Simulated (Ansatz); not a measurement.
Cl2 on a (111) slab of Cu (Fm-3m (No. 225)), 3 planes, outer planes Cu (top) and Cu (bottom), 1 a cell of 22.0 Å², relaxed and still whole (its atoms last):

```yaml
crystal:
  lattice:
    - [5.03937, 0.00000, 0.00000]
    - [-2.51968, 4.36422, 0.00000]
    - [0.00000, 0.00000, 24.11273]
  atoms:
    - { symbol: Cu, position: [0.33333, 0.16667, 0.33177] }
    - { symbol: Cu, position: [0.33333, 0.66667, 0.33177] }
    - { symbol: Cu, position: [0.83333, 0.16667, 0.33177] }
    - { symbol: Cu, position: [0.83333, 0.66667, 0.33177] }
    - { symbol: Cu, position: [0.66601, 0.33300, 0.41723] }
    - { symbol: Cu, position: [0.66667, 0.83333, 0.41864] }
    - { symbol: Cu, position: [0.16700, 0.33300, 0.41723] }
    - { symbol: Cu, position: [0.16700, 0.83399, 0.41723] }
    - { symbol: Cu, position: [0.00000, 0.50000, 0.49999] }
    - { symbol: Cu, position: [0.99521, 0.99760, 0.50307] }
    - { symbol: Cu, position: [0.50240, 0.50479, 0.50307] }
    - { symbol: Cu, position: [0.50240, 0.99760, 0.50307] }
    - { symbol: Cl, position: [0.33333, 0.16667, 0.58035] }
    - { symbol: Cl, position: [0.33333, 0.16667, 0.67836] }
```

These are results of DFT PBE+D3(BJ), scalar-relativistic, plane waves, PAW (Ansatz), not measurements. Plane waves to 420 eV, a k mesh through Γ of 4×4×1 on the computed 14-atom cell and Gaussian smearing (0.10 eV); no spin polarisation. The cell repeats along c with a dipole correction in the vacuum.

It binds with 1.23 eV a molecule against the clean slab and the free molecule (no zero-point or thermal terms); its shortest contact is Cl–Cu 2.38 Å. Take first-order desorption with no barrier to adsorption, no reaction on the face and an assumed prefactor of 10^13 s⁻¹.

Q: How long does a molecule stay at 400 K?

A: τ = ν⁻¹·exp(E/k_BT) with k_BT = 0.0345 eV: E/k_BT = 35.7, so τ ≈ 3×10^2 s. It outlasts a purge of seconds.

Q: Where does its peak lie in a desorption experiment heated at 5 K/s?

A: The peak obeys E/(k_B·T_p²) = (ν/β)·exp(−E/k_BT_p). Solving gives T_p ≈ 460 K (E/k_BT_p = 31.0). An error of 0.1 eV in E moves it by about 37 K, and larger molecules have larger prefactors, which lowers it.

Q: Another start (flat) ends as Cl + Cl with E_ads = -2.65 eV (negative is bound). What does this add?

A: The reacted state lies 1.42 eV below the whole molecule, and a relaxation reached it with no barrier from that start. The whole molecule may then be a precursor, and τ and T_p above hold only if it doesn't react first.